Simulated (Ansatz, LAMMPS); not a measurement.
# Relaxing amorphous Al2O3 at 2.75 g/cm^3 (90 atoms), part 2 of 3

Wanted: the relaxed structure of amorphous Al2O3 at 2.75 g/cm^3 (90 atoms) and its electronic structure.

Ansatz 0.2.0; Kohn-Sham DFT, PBE, PAW (set soft_2), plane waves.

The cell: 36 Al and 54 O. The quench rate of 50 K/ps is orders of magnitude faster than experiment. The network of bonds at the start is that of the classical potential that made the cell. Only the Γ point is sampled in the main run, in a cell whose shortest periodic width is 10 Å.

So far. Step 4 (Relaxation): The relaxation changed the energy by -17.3 meV/atom, and atoms moved by 0.11 Å r.m.s., 0.35 Å at most.

### 5. Structure statistics after relaxation

Bonds before and after, by the cutoffs listed below:

```
pair  bonds before  bonds after  mean before (Å)  mean after (Å)  spread before (Å)  spread after (Å)
O-Al           148          151            1.808           1.825              0.098             0.081
```

Density 2.75 g/cm³, 12.34 Å³ an atom.

g(r), total and by pair (bins of 0.2 Å):

```
r (Å)  total   O-O  O-Al  Al-Al
 1.60   0.08  0.00  0.16   0.00
 1.80   4.37  0.00  9.11   0.00
 2.00   0.48  0.00  1.00   0.00
 2.20   0.05  0.00  0.10   0.00
 2.40   0.09  0.25  0.00   0.00
 2.60   0.41  0.96  0.07   0.19
 2.80   1.44  3.30  0.17   1.03
 3.00   1.43  2.87  0.30   1.56
 3.20   1.45  1.34  0.66   4.06
 3.40   0.95  0.65  0.84   1.97
 3.60   0.89  0.53  1.34   0.37
 3.80   0.72  0.53  1.04   0.19
 4.00   1.00  0.61  1.49   0.43
 4.20   1.06  0.57  1.56   0.69
 4.40   1.14  0.61  1.55   1.05
 4.60   1.27  0.99  1.57   1.03
 4.80   0.81  0.83  0.77   0.89
 5.00   0.89  1.21  0.58   1.09
```

Bonds by pair of elements; cutoffs follow the first minimum of g(r), held within bounds set by covalent radii, and pairs that aren't listed don't count as bonded:

```csv
pair A-B,cutoff (Å),bonds,mean length (Å),spread (Å),shortest (Å),B about A,A about B
O-Al,2.38,151,1.82,0.081,1.68,2.80,4.19
```

How many atoms have how many bonded neighbours:

```csv
element,mean,2,3,4,5
Al,4.19,0,0,29,7
O,2.80,11,43,0,0
```

Bond angles, per cent of each kind in bins of 5°:

| angle (°) | O-Al-O | Al-O-Al |
| --- | --- | --- |
| 75–80 | 2.9 | 0.0 |
| 80–85 | 3.7 | 0.0 |
| 85–90 | 4.9 | 0.7 |
| 90–95 | 5.7 | 6.4 |
| 95–100 | 9.4 | 4.3 |
| 100–105 | 17.2 | 3.6 |
| 105–110 | 18.0 | 5.7 |
| 110–115 | 11.1 | 5.0 |
| 115–120 | 10.2 | 22.1 |
| 120–125 | 4.5 | 15.0 |
| 125–130 | 4.5 | 13.6 |
| 130–135 | 2.1 | 7.9 |
| 135–140 | 0.8 | 6.4 |
| 140–145 | 0.8 | 5.0 |
| 145–150 | 0.4 | 1.4 |
| 150–155 | 1.2 | 1.4 |
| 155–160 | 0.0 | 0.0 |
| 160–165 | 0.4 | 0.7 |
| 165–170 | 0.8 | 0.7 |
| 170–175 | 0.4 | 0.0 |
| 175–180 | 0.8 | 0.0 |

Bond angles (no mean is given where the spread exceeds 20°):

```
  angle  count  mean (°)  spread (°)
 O-Al-O    244       108        17.1
Al-O-Al    140       121        14.9
```

Oxygen atoms by the number of network formers (Si, P, Ge, B, Al, As, Ga) bound to them:

| network formers bound to O | O atoms | per cent |
| --- | --- | --- |
| 0 | 0 | 0 |
| 1 | 0 | 0 |
| 2 | 11 | 20.4 |
| 3 | 43 | 79.6 |

Network units: each former by its oxygen neighbours and how many of them bridge to another former:

```csv
former,O neighbours,bridging O,atoms
Al,4,4,29
Al,5,5,7
```

Bond length by coordination (bonds to H left out):

| element | coordination | atoms | mean bond length (Å) |
| --- | --- | --- | --- |
| Al | 4 | 29 | 1.8 |
| Al | 5 | 7 | 1.91 |
| O | 2 | 11 | 1.73 |
| O | 3 | 43 | 1.84 |

Rings of the network by King's shortest-path rule, up to 12 atoms, one path for each pair of neighbours; H, halogens, alkali and alkaline-earth atoms are left out, and the last column divides by all other atoms, bonded or not:

| ring size (atoms) | rings | per network atom |
| --- | --- | --- |
| 4 | 9 | 0.1 |
| 6 | 30 | 0.333 |
| 8 | 67 | 0.744 |
| 10 | 27 | 0.3 |
| 12 | 5 | 0.056 |

For some of the pairs, g(r) has its first main peak near 2.9 Å (O-O), 1.8 Å (O-Al) and 3.2 Å (Al-Al). With the cutoffs above, 81 % of Al atoms have 4 and 80 % of O atoms have 3 bonded neighbours. The O-Al-O angle averages 108° with a spread of 17°. 20 % of the oxygens bridge two formers (Al) and 0 % are non-bridging; 80 % join three. The commonest Al unit has 4 oxygens, 4 of them shared with other formers (29 of 36 atoms). Bonds at O atoms with 2 neighbours average 1.73 Å, against 1.84 Å at those with 3. Rings of 8 atoms are the most common (49 % of those counted); sizes run from 4 to 12, where the search stops.

### 6. Single point at the relaxed geometry

One more single point at the end of the walk gives the fuller output and checks the residual forces.

Contents of input.yaml:

```yaml
crystal:
  lattice:
    - [10.3547, 0.0, 0.0]
    - [0.0, 10.3547, 0.0]
    - [0.0, 0.0, 10.3547]
  atoms:
    - { symbol: Al, position: [0.95838, 0.78869, 0.24048] }
    - { symbol: Al, position: [0.36751, 0.17846, 0.20887] }
    - { symbol: Al, position: [0.60804, 0.10217, 0.32383] }
    - { symbol: Al, position: [0.64779, 0.14949, 0.63023] }
    - { symbol: Al, position: [0.52521, 0.83301, 0.38997] }
    - { symbol: Al, position: [0.23906, 0.15153, 0.79125] }
    - { symbol: Al, position: [0.22774, 0.75101, 0.7222] }
    - { symbol: Al, position: [0.34739, 0.37458, 0.98633] }
    - { symbol: Al, position: [0.13036, 0.08039, 0.35644] }
    - { symbol: Al, position: [0.05777, 0.26924, 0.98245] }
    - { symbol: Al, position: [0.66563, 0.8622, 0.12782] }
    - { symbol: Al, position: [0.80586, 0.72133, 0.45264] }
    - { symbol: Al, position: [0.23082, 0.7988, 0.40746] }
    - { symbol: Al, position: [0.60286, 0.53102, 0.36014] }
    - { symbol: Al, position: [0.85716, 0.01715, 0.45929] }
    - { symbol: Al, position: [0.34575, 0.07618, 0.50135] }
    - { symbol: Al, position: [0.31603, 0.53632, 0.52414] }
    - { symbol: Al, position: [0.89454, 0.02223, 0.01645] }
    - { symbol: Al, position: [0.75097, 0.65909, 0.75872] }
    - { symbol: Al, position: [0.46796, 0.94048, 0.69275] }
    - { symbol: Al, position: [0.0112, 0.48789, 0.36527] }
    - { symbol: Al, position: [0.43971, 0.62883, 0.81141] }
    - { symbol: Al, position: [0.92715, 0.87372, 0.73634] }
    - { symbol: Al, position: [0.87462, 0.66986, 0.0054] }
    - { symbol: Al, position: [0.93043, 0.15283, 0.73664] }
    - { symbol: Al, position: [0.17431, 0.58487, 0.99872] }
    - { symbol: Al, position: [0.16886, 0.98757, 0.07232] }
    - { symbol: Al, position: [0.59692, 0.57631, 0.03451] }
    - { symbol: Al, position: [0.3717, 0.76326, 0.13873] }
    - { symbol: Al, position: [0.41415, 0.35978, 0.68927] }
    - { symbol: Al, position: [0.7911, 0.39006, 0.88215] }
    - { symbol: Al, position: [0.64616, 0.16585, 0.05668] }
    - { symbol: Al, position: [0.8882, 0.23061, 0.23749] }
    - { symbol: Al, position: [0.81607, 0.40085, 0.58466] }
    - { symbol: Al, position: [0.3194, 0.48928, 0.25888] }
    - { symbol: Al, position: [0.12695, 0.30419, 0.56143] }
    - { symbol: O, position: [0.11656, 0.79617, 0.29011] }
    - { symbol: O, position: [0.91661, 0.02112, 0.8496] }
    - { symbol: O, position: [0.48804, 0.13471, 0.10201] }
    - { symbol: O, position: [0.18688, 0.50119, 0.37197] }
    - { symbol: O, position: [0.43949, 0.53073, 0.66762] }
    - { symbol: O, position: [0.4675, 0.93231, 0.51695] }
    - { symbol: O, position: [0.68062, 0.27801, 0.93967] }
    - { symbol: O, position: [0.92144, 0.63476, 0.35813] }
    - { symbol: O, position: [0.38053, 0.78028, 0.31384] }
    - { symbol: O, position: [0.61077, 0.01802, 0.72912] }
    - { symbol: O, position: [0.28845, 0.8758, 0.04948] }
    - { symbol: O, position: [0.00738, 0.92823, 0.10325] }
    - { symbol: O, position: [0.6354, 0.70218, 0.41111] }
    - { symbol: O, position: [0.26077, 0.39452, 0.60785] }
    - { symbol: O, position: [0.79709, 0.24124, 0.65751] }
    - { symbol: O, position: [0.33289, 0.0588, 0.68184] }
    - { symbol: O, position: [0.08999, 0.83669, 0.73153] }
    - { symbol: O, position: [0.20751, 0.20016, 0.45211] }
    - { symbol: O, position: [0.95982, 0.11437, 0.35493] }
    - { symbol: O, position: [0.17027, 0.40521, 0.98904] }
    - { symbol: O, position: [0.21951, 0.96477, 0.44815] }
    - { symbol: O, position: [0.60359, 0.93457, 0.2733] }
    - { symbol: O, position: [0.81318, 0.74837, 0.62184] }
    - { symbol: O, position: [0.39528, 0.79718, 0.75048] }
    - { symbol: O, position: [0.25163, 0.63012, 0.84879] }
    - { symbol: O, position: [0.42988, 0.50985, 0.39375] }
    - { symbol: O, position: [0.94583, 0.17842, 0.08306] }
    - { symbol: O, position: [0.34477, 0.3441, 0.16341] }
    - { symbol: O, position: [0.02914, 0.64102, 0.05593] }
    - { symbol: O, position: [0.24767, 0.6955, 0.55018] }
    - { symbol: O, position: [0.79011, 0.4894, 0.73297] }
    - { symbol: O, position: [0.09834, 0.19893, 0.697] }
    - { symbol: O, position: [0.44229, 0.14122, 0.36109] }
    - { symbol: O, position: [0.91348, 0.0106, 0.61733] }
    - { symbol: O, position: [0.98492, 0.39953, 0.52389] }
    - { symbol: O, position: [0.85892, 0.8695, 0.37512] }
    - { symbol: O, position: [0.5403, 0.74994, 0.085] }
    - { symbol: O, position: [0.60487, 0.66434, 0.84489] }
    - { symbol: O, position: [0.16529, 0.12464, 0.94754] }
    - { symbol: O, position: [0.96306, 0.37612, 0.25142] }
    - { symbol: O, position: [0.80974, 0.76503, 0.13594] }
    - { symbol: O, position: [0.94056, 0.30209, 0.86215] }
    - { symbol: O, position: [0.77023, 0.53213, 0.98724] }
    - { symbol: O, position: [0.34928, 0.28346, 0.83604] }
    - { symbol: O, position: [0.70068, 0.09171, 0.46833] }
    - { symbol: O, position: [0.72473, 0.00441, 0.04548] }
    - { symbol: O, position: [0.71872, 0.45795, 0.46146] }
    - { symbol: O, position: [0.859, 0.75421, 0.85743] }
    - { symbol: O, position: [0.45814, 0.50135, 0.94804] }
    - { symbol: O, position: [0.21289, 0.09576, 0.20485] }
    - { symbol: O, position: [0.51697, 0.25453, 0.61121] }
    - { symbol: O, position: [0.71675, 0.19493, 0.223] }
    - { symbol: O, position: [0.59114, 0.51575, 0.19363] }
    - { symbol: O, position: [0.2942, 0.60512, 0.12932] }
kpoints:
  mp_grid: { grid: [1, 1, 1] }
hamiltonian:
  xc: pbe
scf:
  occupations: { method: fermi_dirac, width: 0.025 }
output:
  forces: true
  stress: true
  populations: true
  dos:
    method: { smearing: { sigma: 0.08 } }
    de: 0.05
    projected: { site_lists: { Al: [Al], O: [O] } }
  eigenvalues: true
  write_density: true
  write_potential: true
  volumetric_format: npy
```

Launch:

```
$ ansatz run input.yaml --threads 4 --pin off --max-ram 8192MiB --backend cpu --events-out ev --progress --plain --runs-dir out
```

Numbers of over 12 decimals in the logs are rounded to 6 here.

Log:

```text
[...]
Crystal: 90 atoms, lattice volume = 1110.229 Å³
Basis set: ecut = 420 eV, 21823 PW (Γ), exchange–correlation on 144×144×144 points (8 copies of the dense FFT grid, shifted against one another)
Bands: 306, of which v1, the nominal top of the filled ones, is band 216 counted from 1 (215 counted from 0)
Symmetry: 1 space group operations
[...]
k-points: 1
[...]
SCF iter   1: F=—  HF=-50114.504858 eV  |F-HF|=—  |Δ(HF+E_count)|=         —  Δρ=2.21e-3  dr2=7.25e-2  ethr=1.77e-3  ⟨swp⟩=6.0  Hψ=1369  notcnv=0  defer=35
[...]
SCF iter   9: F=-50114.505904 eV  HF=-50114.505904 eV  |F-HF|=3.84e-9  |Δ(HF+E_count)|=   5.90e-8  Δρ=1.42e-6  dr2=2.08e-8  ethr=2.31e-11  ⟨swp⟩=18.0  Hψ=2426  notcnv=0
SCF 1 converged in 9 iterations: F = -50114.505904 eV  dr2 = 2.08e-8
[...]
SCF converged after 9 iterations
Free energy (F): -50114.505904 eV
[...]
Internal energy: -50114.505904 eV  (E = F + TS)
E sigma→0 (E₀):  -50114.505904 eV
Fermi energy:    5.616382 eV
[...]
--- Forces (eV/Å), atoms counted from 1 ---
  atom   1  Al    -0.00607728    -0.02153527    -0.00060272
  atom   2  Al    -0.00701465     0.00782317     0.00611095
  atom   3  Al     0.00310989     0.00502478    -0.00084590
  atom   4  Al     0.00975632     0.00332262    -0.00739017
  atom   5  Al     0.00549991    -0.01218010    -0.00071196
  atom   6  Al    -0.00752100     0.01453047     0.00345642
  atom   7  Al    -0.02003749     0.00468702    -0.00721500
  atom   8  Al    -0.01277300    -0.00190610     0.01151959
  atom   9  Al    -0.00175888     0.00006924     0.00724241
  atom  10  Al     0.00111637     0.00399289     0.00331150
  atom  11  Al    -0.00085124     0.00761303     0.00172813
  atom  12  Al     0.00804993    -0.01731203    -0.01256336
  atom  13  Al     0.01151358     0.00157098    -0.00373369
  atom  14  Al    -0.00111139    -0.00945884     0.01761093
[...]
atom  89  O      0.00699276     0.01372522    -0.03169373
  atom  90  O     -0.00775897     0.00303919    -0.00126463
  max |Σ_I F_I| component: 1.19e-4 eV/Å
--- Stress (GPa, compression-positive) ---
       -3.642255       0.075503       1.265543
        0.075503      -3.237143       1.333813
        1.265550       1.333815      -2.875273
  P = ⅓ Tr σ = -3.2516 GPa (-32.516 kbar)
--- Band table (eV) ---
[...]
--- Löwdin populations: 90 sites ---
  site symbol       q [e]
     0     Al      1.6822
     1     Al      1.6248
     2     Al      1.6281
[...]
89      O      6.8362
  spilling = 0.008387 (of n_electrons = 432.000000)
```

Run time: 12 s. Hardware: 4 threads of AMD EPYC 7B13 (Zen 3), shared host; peak memory 1.3 GiB; 43 s of CPU time.

Numbers from this run:

- free energy: -50114.5059 eV
- free energy per atom: -556.8278 eV/atom
- SCF cycles: 9
- pressure: -3.252 GPa
- r.m.s. force component: 0.00777 eV/Å
- longest force: 0.03524 eV/Å
- Fermi energy: 5.616 eV
- gap (highest filled to lowest empty level): 3.281 eV
- spilling of the projection: 0.008387

Löwdin charges by element and coordination (they lack the spilled electrons, 0.040 e an atom on average):

| element | coordination | atoms | mean charge (e) | spread | least | most |
| --- | --- | --- | --- | --- | --- | --- |
| Al | all | 36 | 1.36 | 0.0201 | 1.32 | 1.41 |
| Al | 4 | 29 | 1.37 | 0.0131 | 1.34 | 1.41 |
| Al | 5 | 7 | 1.33 | 0.0155 | 1.32 | 1.36 |
| O | all | 54 | -0.842 | 0.0154 | -0.882 | -0.820 |
| O | 2 | 11 | -0.867 | 0.0091 | -0.882 | -0.852 |
| O | 3 | 43 | -0.836 | 0.009 | -0.859 | -0.820 |

Density of states as counts of states in windows of 1 eV (from the Fermi level), total and the larger projections:

| from (eV) | to (eV) | total | O p | Al p | Al s |
| --- | --- | --- | --- | --- | --- |
| -10 | -9 | 0.0 | 0.0 | 0.0 | 0.0 |
| -9 | -8 | 10.0 | 7.4 | 0.6 | 1.8 |
| -8 | -7 | 34.5 | 26.0 | 2.6 | 5.0 |
| -7 | -6 | 40.1 | 31.5 | 5.0 | 2.5 |
| -6 | -5 | 53.4 | 44.4 | 6.4 | 1.4 |
| -5 | -4 | 63.7 | 56.5 | 5.3 | 0.6 |
| -4 | -3 | 58.9 | 55.1 | 2.4 | 0.2 |
| -3 | -2 | 49.9 | 47.4 | 1.5 | 0.1 |
| -2 | -1 | 13.5 | 12.8 | 0.4 | 0.0 |
| -1 | 1 | 0.0 | 0.0 | 0.0 | 0.0 |
| 1 | 2 | 2.0 | 0.0 | 0.1 | 1.3 |
| 2 | 3 | 0.0 | 0.0 | 0.0 | 0.0 |
| 3 | 4 | 9.5 | 1.4 | 3.3 | 2.5 |
| 4 | 5 | 14.2 | 2.1 | 6.7 | 2.5 |

Between -21 and -10 eV lie 108 more states.

The levels nearest the highest filled one (over half full), pooled over k-points and spins:

```csv
level less the highest filled one (eV),occupation
-0.279,2
-0.229,2
-0.185,2
-0.141,2
-0.0641,2
0,2
3.28,0
5.14,0
5.33,0
5.40,0
5.53,0
5.62,0
```

Valence density in the ab plane at fractional z = 0.372, with atoms of Al and O within 0.2 Å of it. It is the smooth field of the valence electrons, not physical close to the nuclei.

Values in e/Å³, 13 rows by 16 columns, each cell a mean:
```
0.0 0.1 0.3 0.7 0.4 0.1 0.1 0.1 0.2 0.3 0.2 0.1 0.2 0.8 0.7 0.1
0.1 0.2 0.3 0.3 0.2 0.2 0.2 0.2 0.1 0.2 0.2 0.1 0.6 4.7 3.7 0.3
0.1 0.5 0.6 0.2 0.2 0.9 1.4 0.5 0.1 0.3 0.4 0.2 0.3 1.2 1.0 0.2
0.1 0.2 0.2 0.1 0.1 0.4 0.6 0.2 0.2 1.4 2.8 0.7 0.1 0.3 0.7 0.5
0.3 0.1 0.1 0.1 0.1 0.1 0.1 0.1 0.1 0.7 1.3 0.4 0.1 0.7 4.3 3.4
0.2 0.2 1.1 1.5 0.3 0.3 1.4 1.5 0.3 0.1 0.1 0.1 0.1 0.2 1.3 1.2
0.1 0.4 3.4 4.8 0.7 0.5 3.1 3.3 0.5 0.1 0.2 0.4 0.2 0.1 0.1 0.1
0.1 0.2 0.5 0.6 0.2 0.1 0.3 0.3 0.1 0.1 0.2 0.3 0.1 0.1 0.1 0.2
0.1 0.0 0.0 0.0 0.0 0.0 0.0 0.0 0.0 0.0 0.0 0.0 0.0 0.0 0.1 0.1
0.1 0.0 0.1 0.3 0.1 0.0 0.1 0.1 0.1 0.0 0.0 0.0 0.0 0.0 0.1 0.1
0.5 0.1 0.4 0.6 0.2 0.2 1.8 3.1 0.6 0.1 0.1 0.1 0.1 0.1 0.5 1.4
1.6 0.2 0.1 0.2 0.1 0.2 2.1 3.6 0.7 0.1 0.3 0.4 0.2 0.2 1.5 5.1
0.3 0.1 0.2 0.4 0.2 0.1 0.2 0.2 0.1 0.1 0.2 0.2 0.1 0.1 0.4 0.7
```
Columns run along a (10.4 Å), rows up along b (10.4 Å). Atoms in or near the plane, at fractional coordinates: Al at (0.53, 0.83), Al at (0.13, 0.08), Al at (0.60, 0.53), Al at (0.01, 0.49), O at (0.19, 0.50), O at (0.92, 0.63), O at (0.96, 0.11), O at (0.44, 0.14), O at (0.86, 0.87).

Electrostatic potential energy in the ab plane at fractional z = 0.372, with atoms of Al and O within 0.2 Å of it. With pseudopotentials it is smooth inside the atoms' cores, unlike the true potential.

Ten even steps from '_' (-32 eV) to '@' (10 eV), each cell a mean:
```
@@%%%%%%%%%%##%%@@@@@@@@@@@@@@%%%%%%@@@@@@@@@@%%####%%%%@@
@@@@@@@@@@%%%%%%@@@@@@@@@@%%##**##%%%%@@@@@@@@%%====##@@@@
@@@@@@@@@@%%####%%%%@@@@%%**++++++**%%@@@@@@@@++____::%%@@
@@@@@@@@%%++++++++##%%%%##++++##++++##@@@@@@@@++____--%%@@
@@@@@@%%##++****++****++**++++**++++##@@@@@@%%%%++++##@@@@
@@@@@@@@##++++++++##++==####++++++****##%%%%##****%%%%@@@@
@@@@@@@@%%##****##%%@@@@@@@@%%%%%%==__::##%%**++**##%%%%@@
@@@@@@@@@@@@%%%%%%@@@@@@@@@@@@@@%%++..--##%%##**##++::::**
@@@@@@@@@@@@@@@@@@@@@@@@@@@@@@%%%%##**##%%%%%%%%%%--____--
##%%%%@@@@@@@@@@@@@@@@@@@@@@%%##++++++**%%@@@@@@@@**::..++
++++**%%**--==%%%%%%%%++::--##++++##**++##@@@@@@@@@@%%**++
##**++**..____==%%%%##..____==++++##**++##@@@@@@@@@@%%++++
##**++**::__..**%%%%%%++..--####++++++**%%@@@@@@@@@@%%++++
++++**%%%%##%%@@@@%%@@@@@@@@@@%%%%####%%@@@@@@@@@@@@%%##++
####%%@@@@@@@@@@@@@@@@@@@@@@@@@@@@@@@@@@@@@@@@@@@@@@@@@@%%
@@@@@@@@@@@@@@@@@@@@@@@@@@@@@@@@@@@@@@@@@@@@@@@@@@@@@@@@@@
@@@@@@@@@@@@@@@@@@@@@@@@@@@@@@@@@@@@@@@@@@@@@@@@@@@@@@@@@@
@@@@@@@@@@@@@@@@@@@@@@@@@@@@@@@@@@@@@@@@@@@@@@@@@@%%@@@@@@
@@@@@@@@@@@@@@@@@@@@@@@@%%%%@@@@%%%%%%@@@@@@@@@@@@%%@@@@@@
%%%%%%######%%@@@@@@@@**....++%%##****##%%@@@@@@@@@@%%****
--##++++++++##%%@@@@%%--____::##++====++##@@@@@@@@%%==____
::**++**##++**%%%%%%%%**--::++**++++++++##%%@@%%%%%%==____
##**==****++**%%%%%%%%@@%%%%%%##++++++**%%%%%%##****##++++
%%##**++++**##%%@@@@@@@@@@@@@@%%%%####%%%%@@%%##****##%%%%
```
Columns run along a (10.4 Å; values clipped at the 3rd and 97th percentile), rows up along b (10.4 Å). Atoms in or near the plane, at fractional coordinates: Al at (0.53, 0.83), Al at (0.13, 0.08), Al at (0.60, 0.53), Al at (0.01, 0.49), O at (0.19, 0.50), O at (0.92, 0.63), O at (0.96, 0.11), O at (0.44, 0.14), O at (0.86, 0.87).

Mean Löwdin charges: Al +1.36, O -0.84 e (they miss 0.84 % of the electrons, so they add up to more than the cell's charge). The largest share in the top eV of filled states is O p (96 % of the projected weight), and in the lowest eV of empty states Al s (67 % of the projected weight).

A closer look about O37, which has 2 bonded neighbours where the commonest count for O is 3: 10 atoms, nearest first, numbered in the order of the input, with positions taken from that point.

```csv
atom,x,y,z,distance (Å),bonds,Löwdin charge (e)
O37,0.00,0.00,0.00,0.00,2,-0.87
Al13,1.18,0.03,1.22,1.70,4,1.37
Al1,-1.64,-0.08,-0.51,1.72,5,1.32
O57,1.07,1.75,1.64,2.62,3,-0.84
O48,-1.13,1.37,-1.93,2.63,3,-0.82
O44,-2.02,-1.67,0.70,2.72,3,-0.83
O45,2.73,-0.16,0.25,2.75,3,-0.85
O72,-2.67,0.76,0.88,2.91,3,-0.85
Al9,0.14,2.94,0.69,3.03,4,1.39
O65,-0.91,-1.61,-2.42,3.05,2,-0.85
```

The column of bonds counts only the pairs O-Al within 2.38 Å; other neighbours, such as metal atoms beside each other in a compound, aren't counted, and periodic images can show an atom twice.

(Part 2 of 3 ends here.)

[Logs are printed without paths, hosts, clocks, repeated set-up lines and the standing remarks that a program may print on its own settings, such as how far it seeks lower states.]

[Hosts, paths, dates, database ids (printed as entryN), source tags and the programs' standing remarks are cut or masked in the printed files.]
